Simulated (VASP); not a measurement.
Li2O in VASP 6.6.1, single-point calculation

INCAR

```
NELM = 74
LWAVE = .FALSE.
ISMEAR = 0
EDIFF = 1E-7
LREAL = .FALSE.
SIGMA = 5
NSW = 0
ENCUT = 520
NBANDS = 13
IBRION = -1
GGA = PE
ISIF = 2
LASPH = .TRUE.
PREC = Accurate
LCHARG = .FALSE.
```

KPOINTS

```
KPOINTS created by Atomic Simulation Environment
0
Gamma
10 10 10
0 0 0
```

POSCAR

```
Li O
 1.0000000000000000
     0.0000000000000000    2.2863690217432397    2.2863690217432397
     2.2863690217432397    0.0000000000000000    2.2863690217432397
     2.2863690217432397    2.2863690217432397    0.0000000000000000
 Li  O
   2   1
Cartesian
  1.1431845108716199  1.1431845108716199  1.1431845108716199
  3.4295535326148601  3.4295535326148601  3.4295535326148601
  0.0000000000000000  0.0000000000000000  0.0000000000000000
```

The recommended PBE PAW datasets give the neutral cell 12 valence electrons.

Command

```
mpirun -np 1 vasp_std
```

Question: Predict the outcome of this run.

Answer: It converged. Results: gap between bands v and c on the k mesh 5.47 eV; least direct gap on the k mesh 5.87 eV; pressure 20.0 GPa. Band v is the last that the valence electrons fill when counted band by band, and c is the next.

OSZICAR

```
N       E                     dE             d eps       ncg     rms          rms(c)
DAV:   1     0.441524593653E+02    0.44152E+02   -0.59362E+03  1222   0.100E+03
DAV:   2    -0.114449358663E+02   -0.55597E+02   -0.52519E+02  1512   0.220E+02
DAV:   3    -0.169164030743E+02   -0.54715E+01   -0.54094E+01  2168   0.510E+01
DAV:   4    -0.169902549954E+02   -0.73852E-01   -0.73710E-01  1417   0.700E+00
DAV:   5    -0.169907180491E+02   -0.46305E-03   -0.46302E-03  1758   0.464E-01    0.627E+00
DAV:   6    -0.158557041438E+02    0.11350E+01   -0.52303E+00  1287   0.127E+01    0.224E+00
DAV:   7    -0.158255491062E+02    0.30155E-01   -0.15472E-01  1507   0.267E+00    0.107E+00
DAV:   8    -0.158202368048E+02    0.53123E-02   -0.35584E-02  1466   0.178E+00    0.317E-01
DAV:   9    -0.158192019740E+02    0.10348E-02   -0.32036E-03  1534   0.493E-01    0.705E-02
DAV:  10    -0.158192877014E+02   -0.85727E-04   -0.15359E-04  1507   0.110E-01    0.314E-02
DAV:  11    -0.158192790760E+02    0.86254E-05   -0.19908E-05  1596   0.447E-02    0.576E-03
DAV:  12    -0.158192791468E+02   -0.70756E-07   -0.12314E-06  1662   0.111E-02    0.199E-03
DAV:  13    -0.158192790642E+02    0.82628E-07   -0.34584E-07  1458   0.478E-03
   1 F= -.15819279E+02 E0= -.13321387E+02  d E =-.499578E+01
```

Standard output (part)

```
POSCAR found type information on POSCAR LiO
 POSCAR found :  2 types and       3 ions
 LDA part: xc-table for (Slater+PW92), standard interpolation
 POSCAR, INCAR and KPOINTS ok, starting setup
 WAVECAR not read
 entering main loop
```

These settings aren't sound, so the numbers aren't properties of the crystal.

The fault: smearing far too wide.

On sound settings PBE gives a gap of 5.03 eV on its mesh and a pressure of 3.0 GPa for the intended cell. This run's energy (σ→0) differs from it by 339 meV an atom.
